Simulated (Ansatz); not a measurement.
Crystal: AlO.

```
CELL_PARAMETERS angstrom
2.76919 0.00000 0.00000
0.00000 2.76919 0.00000
0.00000 0.00000 2.76919
ATOMIC_POSITIONS crystal
Al 0.50000 0.50000 0.50000
O 0.00000 0.00000 0.00000
```

The cell was built by a generator and needn't be a form met in nature.

```yaml
Program: Ansatz 0.2.0
Task: relaxation of cell and atoms
Functional: HSE03
Potentials_or_basis: Ansatz PAW
Cutoff: "420 eV (not typed: the program's choice for these potentials)"
k_mesh: 5 × 5 × 5
Occupations: fermi-dirac, width 0.05 eV
Spin: no spin polarisation
```

At the start: volume 10.62 Å³/atom.

**Question.** How do energy, volume and symmetry change on relaxing?

**Answer.** It ends after 7 steps and the volume is 10.19 Å³/atom (-4.0 %); space group Pm-3m (No. 221, to 0.05 Å).

Step by step:
| step | energy change (eV) | largest force (eV/Å) | volume (Å³) |
| --- | --- | --- | --- |
| 1 | 0.0000 | 0.0000 | 21.24 |
| 2 | -0.0162 | 0.0000 | 20.59 |
| 3 | -0.0175 | 0.0000 | 20.41 |
| 4 | -0.0175 | 0.0000 | 20.42 |
| 5 | -0.0157 | 0.0000 | 20.42 |
| 6 | -0.0157 | 0.0000 | 20.39 |
| 7 | -0.0157 | 0.0000 | 20.39 |

Final structure:
```
Al O
1.0
     2.73194    0.00000    0.00000
     0.00000    2.73194    0.00000
     0.00000    0.00000    2.73194
Al O
1 1
Direct
  0.50000 0.50000 0.50000
  0.00000 0.00000 0.00000
```

Caveat: the k mesh is coarse (spacing up to 0.45 Å⁻¹), so the values aren't converged, least of all with exact exchange; the plane-wave basis is chosen anew once the cell has moved, so the energies of steps on either side of that aren't comparable; the pressure holds a Pulay correction of +0.4 GPa for the finite cutoff; an odd number of electrons without spin polarisation forces a metal; a magnetic or distorted state may lie lower; the PAW data sets come from PBE, with cores solved anew for the run's functional, which leaves a small shift of forces and pressure.
